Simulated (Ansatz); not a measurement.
## CaO: from a first guess to the relaxed zincblende type

First guess:

```yaml
crystal:
  lattice:
    - [0.00000, 2.53039, 2.53039]
    - [2.53039, 0.00000, 2.53039]
    - [2.53039, 2.53039, 0.00000]
  atoms:
    - { symbol: Ca, position: [0.00000, 0.00000, 0.00000] }
    - { symbol: O, position: [0.25000, 0.25000, 0.25000] }
```

Method: DFT, PBE, PAW with Ansatz's default frozen-core files, scalar-relativistic (Ansatz 0.2.0).

Cell and atoms relax within the symmetry of the start on a 11×11×11 k mesh with 0.05 eV Fermi–Dirac smearing.

The start is built from a prototype, known or not as a phase of this compound; the cutoff is 420 eV.

Problem. What is the pressure of the first guess?

Solution. 10.03 GPa.

Problem. What does it relax to?

Solution. a = 5.244 Å, b = 5.244 Å, c = 5.244 Å, α = 90.00°, β = 90.00°, γ = 90.00° (conventional cell), 18.02 Å³ per atom:
```xyz
2
Lattice="0.0000 2.6218 2.6218 2.6218 0.0000 2.6218 2.6218 2.6218 0.0000" Properties=species:S:1:pos:R:3 pbc="T T T"
Ca    0.0000    0.0000    0.0000
O     1.3109    1.3109    1.3109
```

Problem. How much energy does the relaxation release?

Solution. 52 meV/atom.
